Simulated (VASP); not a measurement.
A run of VASP 6.6.1:

File INCAR:

```
SYSTEM = Ag
PREC     = Accurate       ! precision mode
ENCUT    = 600            ! plane-wave cutoff, eV
EDIFF    = 1E-6           ! SCF threshold, eV
ISMEAR   = -1             ! smearing method
SIGMA    = 0.05           ! smearing width, eV
LREAL    = .False.        ! projectors in reciprocal space
LASPH    = .True.         ! aspherical terms in the spheres
NELM     = 60             ! most SCF steps
ALGO     = Fast           ! electronic algorithm
ISIF     = 3              ! what is computed and relaxed
LWAVE    = .False.        ! write WAVECAR
LCHARG   = .False.        ! write CHGCAR
GGA      = MK             ! functional
LUSE_VDW = .True.       
AGGAC    = 0.0          
PARAM1   = 0.1234       
PARAM2   = 1.0          
IBRION   = 2              ! ionic algorithm
NSW      = 60             ! ionic steps
EDIFFG   = -0.02          ! ionic threshold
```

Contents of KPOINTS:

```
Automatic mesh
0
Gamma
  11 11 11
  0 0 0
```

POSCAR

```
Ag
1.0
    0.0000000000      2.0427500000      2.0427500000
    2.0427500000      0.0000000000      2.0427500000
    2.0427500000      2.0427500000      0.0000000000
Ag
1
Direct
    0.0000000000      0.0000000000      0.0000000000
```

Potentials or basis: VASP PAW PBE potentials, release 64 (Ag).

Launch:

```bash
$ cat potpaw_PBE.64/Ag/POTCAR > POTCAR
$ mpirun -np 1 vasp_std > vasp.out
```

Hardware: 1 thread of AMD EPYC 9R45 96-Core Processor (Zen 5), with other jobs on the host.

Estimate the wall time of this run.

It took 14 s on 1 thread of AMD EPYC 9R45 96-Core Processor (Zen 5), with other jobs on the host, peak memory 0.24 GiB. Counts: scf iterations 12, k points 56, ion steps 1.
